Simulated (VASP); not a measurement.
# K (Pm-3m) in VASP: further runs

Runs on K. Level: PBE. Tasks: single point.

All numbers are computed with VASP 6.6.1; they aren't measurements. Logs are shortened: lines on timing, memory, paths and dates and some standing lists are left out, and cuts for length are marked.

## 1. The structure

The structure is cubic, space group Pm-3m (No. 221). The conventional cell has a = 4.310 Å, b = 4.310 Å, c = 4.310 Å, α = 90.00°, β = 90.00°, γ = 90.00°. Around K (site symmetry m-3m) lie 6 K at 4.31 Å.

This isn't the form of K at room conditions, which is bcc.

## 2. Single point, PBE

The input, INCAR:

```
  PREC = Accurate
  ENCUT = 350
  EDIFF = 1E-6
  ISMEAR = 0
  SIGMA = 0.2
  LREAL = False
  LASPH = True
  NELM = 100
  ALGO = Normal
  ISIF = 2
  LWAVE = False
  LCHARG = False
  GGA = PE
  NBANDS = 10
  ADDGRID = False
```

The input, KPOINTS:

```
regular mesh
0
Gamma
  6 6 6
```

The input, POSCAR:

```
K
1.0
    4.3104394900      0.0000000000      0.0000000000
    0.0000000000      4.3104394900      0.0000000000
    0.0000000000      0.0000000000      4.3104394900
K
1
Direct
    0.0000000000      0.0000000000      0.0000000000
```

Potentials or basis: VASP PAW PBE potentials, release 64 (K_sv).

Started as:

```console
$ cat potpaw_PBE.64/K_sv/POTCAR > POTCAR
$ mpirun -np 1 vasp_std > vasp.out
```

OUTCAR:

```text
PREC = Accurate
   ENCUT = 350
   EDIFF = 1E-6
   ISMEAR = 0
   LREAL = False
   LASPH = True
   NELM = 100
   ISIF = 2
   GGA = PE

 Found     20 irreducible k-points:

 Following reciprocal coordinates:
            Coordinates               Weight
  0.000000  0.000000  0.000000      1.000000
  0.166667  0.000000  0.000000      6.000000
  0.333333  0.000000  0.000000      6.000000
  0.500000  0.000000  0.000000      3.000000
  0.166667  0.166667  0.000000     12.000000
  0.333333  0.166667  0.000000     24.000000
   k-points           NKPTS =     20   k-points in BZ     NKDIM =     20   number of bands    NBANDS=     10
   number of dos      NEDOS =    301   number of ions     NIONS =      1
   total plane-waves  NPLWV =  21952
   dimension x,y,z NGX =    28 NGY =   28 NGZ =   28
   dimension x,y,z NGXF=    56 NGYF=   56 NGZF=   56
   ions per type =               1
   NGX,Y,Z   is equivalent  to a cutoff of  10.80, 10.80, 10.80 a.u.
   NGXF,Y,Z  is equivalent  to a cutoff of  21.60, 21.60, 21.60 a.u.
 SYSTEM =  unknown system
   PREC   = accura    normal or accurate (medium, high low for compatibility)
   ISTART =      0    job   : 0-new  1-cont  2-samecut
   ICHARG =      2    charge: 1-file 2-atom 10-const
   ISPIN  =      1    spin polarized calculation?
   LNONCOLLINEAR =      F non collinear calculations
   LSORBIT =      F    spin-orbit coupling
   LASPH  =      T    aspherical Exc in radial PAW
   ENCUT  =  350.0 eV  25.72 Ry    5.07 a.u.   6.58  6.58  6.58*2*pi/ulx,y,z
   NELM   =    100;   NELMIN=  2; NELMDL= -5     # of ELM steps
   EDIFF  = 0.1E-05   stopping-criterion for ELM
   LREAL  =      F    real-space projection
   EDIFFG = 0.1E-04   stopping-criterion for IOM
   NSW    =      0    number of steps for IOM
   IBRION =     -1    ionic relax: 0-MD 1-quasi-New 2-CG
   NFREE  =      0    steps in history (QN), initial steepest desc. (CG)
   ISIF   =      2    stress and relaxation
   ISYM   =      2    0-nonsym 1-usesym 2-fastsym
   POTIM  = 0.5000    time-step for ionic-motion
   TEBEG  =    0.0;   TEEND  =   0.0 temperature during run
   PSTRESS=    0.0 pullay stress
   NELECT =       9.0000    total number of electrons
   NUPDOWN=      -1.0000    fix difference up-down
   EMIN   =  10.00;   EMAX   =-10.00  energy-range for DOS
   EFERMI =   0.00;   METHOD = LEGACY
   ISMEAR =     0;   SIGMA  =   0.20  broadening in eV -4-tet -1-fermi 0-gaus
   EFERMI_NEDOS =   21; number of points for ismear=-14 and -15
   IALGO  =     38    algorithm
   IMIX   =      4    mixing-type and parameters
     AMIX     =   0.40;   BMIX     =  1.00
     AMIX_MAG =   1.60;   BMIX_MAG =  1.00
  volume/ion in A,a.u.               =      80.09       540.46
  Fermi-wavevector in a.u.,A,eV,Ry     =   0.790013  1.492908  8.491671  0.624120
  Thomas-Fermi vector in A             =   1.895269
   LORBIT       =      0    0 simple, 1 ext, 2 COOP (PROOUT), +10 PAW based schemes
   GGA     = PE    functional components
   LHFCALC =     F    Hartree Fock is set to
   AEXX    =    0.0000 exact exchange contribution
   IVDW    =     0    specifies the selected vdW correction
   LEPSILON=     F    determine dielectric tensor
   LRPA    =     F    only Hartree local field effects (RPA)
 non-spin polarized calculation
 Gauss-broadening in eV      SIGMA  =   0.20
  energy-cutoff  :      350.00
  volume of cell :       80.09
 maximum number of plane-waves:      1213
 NGX is ok and might be reduce to    28
   NGX = 13   NGY = 13   NGZ = 13

 number of electron       9.0000006 magnetization

 Free energy of the ion-electron system (eV)
  ---------------------------------------------------
  ext. energy  EPLUGINS =         0.00000000
  ---------------------------------------------------
  free energy    TOTEN  =        -0.94504008 eV

  energy without entropy =       -0.92409759  energy(sigma->0) =       -0.93456884

 E-fermi :  -0.2121     XC(G=0):  -5.4396

 val. band max:       -0.3156945701   @ k =   0.5000   0.0000   0.0000
 cond. band min:      -0.2026435803   @ k =   0.3333   0.3333   0.1667
 fundamental gap:      0.1130509898
 Fermi energy:        -0.2120669030

 k-point     1 :       0.0000    0.0000    0.0000
  band No.  band energies     occupation
      1     -32.6159      2.00000
      2     -16.0570      2.00000
      3     -16.0570      2.00000
      4     -16.0570      2.00000
      5      -2.3165      2.00000
      6       2.6210      0.00000
      7       2.6210      0.00000
      8       5.8663      0.00000
      9       5.8693      0.00000
     10       5.9962      0.00000

 k-point     2 :       0.1667    0.0000    0.0000
  band No.  band energies     occupation
      1     -32.6148      2.00000
      2     -16.0779      2.00000
      3     -16.0552      2.00000
      4     -16.0552      2.00000
      5      -2.0618      2.00000
      6       2.3028      0.00000
      7       2.7461      0.00000
      8       5.1297      0.00000
      9       5.1297      0.00000
     10       5.4191      0.00000

 k-point     3 :       0.3333    0.0000    0.0000
  band No.  band energies     occupation
      1     -32.6128      2.00000
      2     -16.1195      2.00000
      3     -16.0517      2.00000
      4     -16.0517      2.00000
      5      -1.3315      2.00000
      6       1.1658      0.00000
      7       3.0415      0.00000
      8       4.5701      0.00000
      9       4.5701      0.00000
     10       5.7101      0.00000

 k-point     4 :       0.5000    0.0000    0.0000
  band No.  band energies     occupation
      1     -32.6118      2.00000
      2     -16.1399      2.00000
      3     -16.0499      2.00000
      4     -16.0499      2.00000
      5      -0.3157      1.53629
      6      -0.0855      0.37072
      7       3.2234      0.00000
      8       4.3715      0.00000
      9       4.3715      0.00000
     10       6.0115      0.00000

 k-point     5 :       0.1667    0.1667    0.0000
  band No.  band energies     occupation
      1     -32.6138      2.00000
      2     -16.0767      2.00000
      3     -16.0753      2.00000
      4     -16.0535      2.00000
      5      -1.8111      2.00000
      6       2.3809      0.00000
      7       2.5612      0.00000
      8       4.3110      0.00000
      9       5.0369      0.00000
     10       5.5545      0.00000

 k-point     6 :       0.3333    0.1667    0.0000
  band No.  band energies     occupation
      1     -32.6118      2.00000
      2     -16.1172      2.00000
      3     -16.0721      2.00000
      4     -16.0500      2.00000
      5      -1.0923      2.00000
      6       1.3509      0.00000
      7       2.8694      0.00000
      8       3.9704      0.00000
      9       4.6498      0.00000
     10       5.5242      0.00000

 [... further k-points ...]

------------------------ aborting loop because EDIFF is reached ----------------------------------------

  FORCE on cell =-STRESS in cart. coord.  units (eV):
  Direction    XX          YY          ZZ          XY          YZ          ZX
  --------------------------------------------------------------------------------------
  -------------------------------------------------------------------------------------
  Total       -0.0360312     -0.0360312     -0.0360312      0.0000000      0.0000000     -0.0000000
  in kB       -0.7208171     -0.7208171     -0.7208171      0.0000000      0.0000000     -0.0000000
  external PRESSURE =      -0.7208171 kB  Pullay stress =       0.0000000 kB

 VOLUME and BASIS-vectors are now :
 -----------------------------------------------------------------------------
  energy-cutoff  :      350.00
  volume of cell :       80.09
      direct lattice vectors                 reciprocal lattice vectors
     4.310439490  0.000000000  0.000000000     0.231994905  0.000000000  0.000000000
     0.000000000  4.310439490  0.000000000     0.000000000  0.231994905  0.000000000
     0.000000000  0.000000000  4.310439490     0.000000000  0.000000000  0.231994905

 POSITION                                       TOTAL-FORCE (eV/Angst)
 -----------------------------------------------------------------------------------
      0.00000      0.00000      0.00000         0.000000      0.000000      0.000000
 -----------------------------------------------------------------------------------
    total drift:                               -0.000000      0.000000     -0.000000

  FREE ENERGIE OF THE ION-ELECTRON SYSTEM (eV)
  ---------------------------------------------------
  free  energy   TOTEN  =        -0.9450400835 eV

  energy  without entropy=       -0.9240975876  energy(sigma->0) =       -0.93456884
```

Run time: 5.3 s. Hardware: 1 thread of Intel Xeon Platinum 8488C (Sapphire Rapids), shared host; peak memory 0.15 GiB.

These settings aren't checked as converged: the numbers below hold their error.

Results:

```yaml
Free_energy: -0.9450 eV
Pressure: -0.1 GPa
Band_gap_on_the_k_mesh: none (metal or under the smearing width)
```

## 3. Single point, PBE

INCAR, as its differences from that of step 2:

```diff
@@ -1,3 +1,3 @@
   PREC = Accurate
-  ENCUT = 350
+  ENCUT = 400
   EDIFF = 1E-6
```

KPOINTS is that of step 2.

POSCAR is that of step 2.

Potentials or basis: VASP PAW PBE potentials, release 64 (K_sv).

Started as:

```console
$ cat potpaw_PBE.64/K_sv/POTCAR > POTCAR
$ mpirun -np 1 vasp_std > vasp.out
```

OUTCAR:

```text
PREC = Accurate
   ENCUT = 400
   EDIFF = 1E-6
   ISMEAR = 0
   LREAL = False
   LASPH = True
   NELM = 100
   ISIF = 2
   GGA = PE

 Found     20 irreducible k-points:

 Following reciprocal coordinates:
            Coordinates               Weight
  0.000000  0.000000  0.000000      1.000000
  0.166667  0.000000  0.000000      6.000000
  0.333333  0.000000  0.000000      6.000000
  0.500000  0.000000  0.000000      3.000000
  0.166667  0.166667  0.000000     12.000000
  0.333333  0.166667  0.000000     24.000000
   k-points           NKPTS =     20   k-points in BZ     NKDIM =     20   number of bands    NBANDS=     10
   number of dos      NEDOS =    301   number of ions     NIONS =      1
   total plane-waves  NPLWV =  21952
   dimension x,y,z NGX =    28 NGY =   28 NGZ =   28
   dimension x,y,z NGXF=    56 NGYF=   56 NGZF=   56
   ions per type =               1
   NGX,Y,Z   is equivalent  to a cutoff of  10.80, 10.80, 10.80 a.u.
   NGXF,Y,Z  is equivalent  to a cutoff of  21.60, 21.60, 21.60 a.u.
 SYSTEM =  unknown system
   PREC   = accura    normal or accurate (medium, high low for compatibility)
   ISTART =      0    job   : 0-new  1-cont  2-samecut
   ICHARG =      2    charge: 1-file 2-atom 10-const
   ISPIN  =      1    spin polarized calculation?
   LNONCOLLINEAR =      F non collinear calculations
   LSORBIT =      F    spin-orbit coupling
   LASPH  =      T    aspherical Exc in radial PAW
   ENCUT  =  400.0 eV  29.40 Ry    5.42 a.u.   7.03  7.03  7.03*2*pi/ulx,y,z
   NELM   =    100;   NELMIN=  2; NELMDL= -5     # of ELM steps
   EDIFF  = 0.1E-05   stopping-criterion for ELM
   LREAL  =      F    real-space projection
   EDIFFG = 0.1E-04   stopping-criterion for IOM
   NSW    =      0    number of steps for IOM
   IBRION =     -1    ionic relax: 0-MD 1-quasi-New 2-CG
   NFREE  =      0    steps in history (QN), initial steepest desc. (CG)
   ISIF   =      2    stress and relaxation
   ISYM   =      2    0-nonsym 1-usesym 2-fastsym
   POTIM  = 0.5000    time-step for ionic-motion
   TEBEG  =    0.0;   TEEND  =   0.0 temperature during run
   PSTRESS=    0.0 pullay stress
   NELECT =       9.0000    total number of electrons
   NUPDOWN=      -1.0000    fix difference up-down
   EMIN   =  10.00;   EMAX   =-10.00  energy-range for DOS
   EFERMI =   0.00;   METHOD = LEGACY
   ISMEAR =     0;   SIGMA  =   0.20  broadening in eV -4-tet -1-fermi 0-gaus
   EFERMI_NEDOS =   21; number of points for ismear=-14 and -15
   IALGO  =     38    algorithm
   IMIX   =      4    mixing-type and parameters
     AMIX     =   0.40;   BMIX     =  1.00
     AMIX_MAG =   1.60;   BMIX_MAG =  1.00
  volume/ion in A,a.u.               =      80.09       540.46
  Fermi-wavevector in a.u.,A,eV,Ry     =   0.790013  1.492908  8.491671  0.624120
  Thomas-Fermi vector in A             =   1.895269
   LORBIT       =      0    0 simple, 1 ext, 2 COOP (PROOUT), +10 PAW based schemes
   GGA     = PE    functional components
   LHFCALC =     F    Hartree Fock is set to
   AEXX    =    0.0000 exact exchange contribution
   IVDW    =     0    specifies the selected vdW correction
   LEPSILON=     F    determine dielectric tensor
   LRPA    =     F    only Hartree local field effects (RPA)
 non-spin polarized calculation
 Gauss-broadening in eV      SIGMA  =   0.20
  energy-cutoff  :      400.00
  volume of cell :       80.09
 maximum number of plane-waves:      1472
   NGX = 15   NGY = 15   NGZ = 15

 number of electron       9.0000006 magnetization

 Free energy of the ion-electron system (eV)
  ---------------------------------------------------
  ext. energy  EPLUGINS =         0.00000000
  ---------------------------------------------------
  free energy    TOTEN  =        -0.94559445 eV

  energy without entropy =       -0.92465395  energy(sigma->0) =       -0.93512420

 E-fermi :  -0.2131     XC(G=0):  -5.4398

 val. band max:       -0.3171470603   @ k =   0.5000   0.0000   0.0000
 cond. band min:      -0.2035828771   @ k =   0.3333   0.3333   0.1667
 fundamental gap:      0.1135641831
 Fermi energy:        -0.2130548319

 k-point     1 :       0.0000    0.0000    0.0000
  band No.  band energies     occupation
      1     -32.6146      2.00000
      2     -16.0558      2.00000
      3     -16.0558      2.00000
      4     -16.0558      2.00000
      5      -2.3176      2.00000
      6       2.6207      0.00000
      7       2.6207      0.00000
      8       5.8666      0.00000
      9       5.8888      0.00000
     10       6.0286      0.00000

 k-point     2 :       0.1667    0.0000    0.0000
  band No.  band energies     occupation
      1     -32.6136      2.00000
      2     -16.0767      2.00000
      3     -16.0540      2.00000
      4     -16.0540      2.00000
      5      -2.0630      2.00000
      6       2.3024      0.00000
      7       2.7458      0.00000
      8       5.1292      0.00000
      9       5.1292      0.00000
     10       5.4182      0.00000

 k-point     3 :       0.3333    0.0000    0.0000
  band No.  band energies     occupation
      1     -32.6115      2.00000
      2     -16.1183      2.00000
      3     -16.0505      2.00000
      4     -16.0505      2.00000
      5      -1.3326      2.00000
      6       1.1651      0.00000
      7       3.0413      0.00000
      8       4.5696      0.00000
      9       4.5696      0.00000
     10       5.7089      0.00000

 k-point     4 :       0.5000    0.0000    0.0000
  band No.  band energies     occupation
      1     -32.6105      2.00000
      2     -16.1389      2.00000
      3     -16.0487      2.00000
      4     -16.0487      2.00000
      5      -0.3171      1.53830
      6      -0.0861      0.36917
      7       3.2231      0.00000
      8       4.3709      0.00000
      9       4.3709      0.00000
     10       6.0105      0.00000

 k-point     5 :       0.1667    0.1667    0.0000
  band No.  band energies     occupation
      1     -32.6126      2.00000
      2     -16.0755      2.00000
      3     -16.0740      2.00000
      4     -16.0523      2.00000
      5      -1.8122      2.00000
      6       2.3804      0.00000
      7       2.5608      0.00000
      8       4.3104      0.00000
      9       5.0366      0.00000
     10       5.5542      0.00000

 k-point     6 :       0.3333    0.1667    0.0000
  band No.  band energies     occupation
      1     -32.6105      2.00000
      2     -16.1159      2.00000
      3     -16.0708      2.00000
      4     -16.0488      2.00000
      5      -1.0934      2.00000
      6       1.3502      0.00000
      7       2.8690      0.00000
      8       3.9699      0.00000
      9       4.6493      0.00000
     10       5.5241      0.00000

 [... further k-points ...]

------------------------ aborting loop because EDIFF is reached ----------------------------------------

  FORCE on cell =-STRESS in cart. coord.  units (eV):
  Direction    XX          YY          ZZ          XY          YZ          ZX
  --------------------------------------------------------------------------------------
  -------------------------------------------------------------------------------------
  Total       -0.0151452     -0.0151452     -0.0151452      0.0000000      0.0000000      0.0000000
  in kB       -0.3029856     -0.3029856     -0.3029856      0.0000000      0.0000000      0.0000000
  external PRESSURE =      -0.3029856 kB  Pullay stress =       0.0000000 kB

 VOLUME and BASIS-vectors are now :
 -----------------------------------------------------------------------------
  energy-cutoff  :      400.00
  volume of cell :       80.09
      direct lattice vectors                 reciprocal lattice vectors
     4.310439490  0.000000000  0.000000000     0.231994905  0.000000000  0.000000000
     0.000000000  4.310439490  0.000000000     0.000000000  0.231994905  0.000000000
     0.000000000  0.000000000  4.310439490     0.000000000  0.000000000  0.231994905

 POSITION                                       TOTAL-FORCE (eV/Angst)
 -----------------------------------------------------------------------------------
      0.00000      0.00000      0.00000         0.000000      0.000000      0.000000
 -----------------------------------------------------------------------------------
    total drift:                               -0.000000     -0.000000     -0.000000

  FREE ENERGIE OF THE ION-ELECTRON SYSTEM (eV)
  ---------------------------------------------------
  free  energy   TOTEN  =        -0.9455944484 eV

  energy  without entropy=       -0.9246539517  energy(sigma->0) =       -0.93512420
```

It took 5.9 s on 1 thread of Intel Xeon Platinum 8488C (Sapphire Rapids), shared host; peak memory 0.15 GiB.

The run converged, but some of its settings lie outside the range that counts as converged, so its numbers aren't taken as properties of the crystal.

Results:

```
Free energy            : -0.9456 eV
Pressure               : 0.0 GPa
Band gap on the k mesh : none (metal or under the smearing width)
```

## 4. Single point, PBE

INCAR, as its differences from that of step 3:

```diff
@@ -4,3 +4,3 @@
   ISMEAR = 0
-  SIGMA = 0.2
+  SIGMA = 0.4
   LREAL = False
```

KPOINTS is that of step 3.

POSCAR is that of step 3.

Started as:

```console
$ cat potpaw_PBE.64/K_sv/POTCAR > POTCAR
$ mpirun -np 1 vasp_std > vasp.out
```

Run time: 6 s. Hardware: 1 thread of Intel Xeon Platinum 8488C (Sapphire Rapids), shared host; peak memory 0.14 GiB.

These settings aren't checked as converged: the numbers below hold their error.

Results:

* Free energy: -0.9731 eV
* Pressure: 0.0 GPa
* Band gap on the k mesh: none (metal or under the smearing width)

## 5. Single point, PBE

INCAR, as its differences from that of step 4:

```diff
@@ -4,3 +4,3 @@
   ISMEAR = 0
-  SIGMA = 0.4
+  SIGMA = 0.1
   LREAL = False
```

KPOINTS is that of step 4.

POSCAR is that of step 4.

Started as:

```console
$ cat potpaw_PBE.64/K_sv/POTCAR > POTCAR
$ mpirun -np 1 vasp_std > vasp.out
```

Wall time 6.1 s (1 thread of Intel Xeon Platinum 8488C (Sapphire Rapids), shared host); peak memory 0.15 GiB.

The run converged, but some of its settings lie outside the range that counts as converged, so its numbers aren't taken as properties of the crystal.

What came out:

```
Free energy            : -0.9370 eV
Pressure               : 0.0 GPa
Band gap on the k mesh : none (metal or under the smearing width)
```

## 6. Single point, PBE

INCAR, as its differences from that of step 5:

```diff
@@ -4,3 +4,3 @@
   ISMEAR = 0
-  SIGMA = 0.1
+  SIGMA = 0.05
   LREAL = False
```

KPOINTS is that of step 5.

POSCAR is that of step 5.

Potentials or basis: VASP PAW PBE potentials, release 64 (K_sv).

Started as:

```console
$ cat potpaw_PBE.64/K_sv/POTCAR > POTCAR
$ mpirun -np 1 vasp_std > vasp.out
```

Run time: 5.9 s. Hardware: 1 thread of Intel Xeon Platinum 8488C (Sapphire Rapids), shared host; peak memory 0.15 GiB.

The run converged, but some of its settings lie outside the range that counts as converged, so its numbers aren't taken as properties of the crystal.

Results:

| Item | Value |
| --- | --- |
| Free energy | -0.9337 eV |
| Pressure | 0.0 GPa |
| Band gap on the k mesh | none (metal or under the smearing width) |
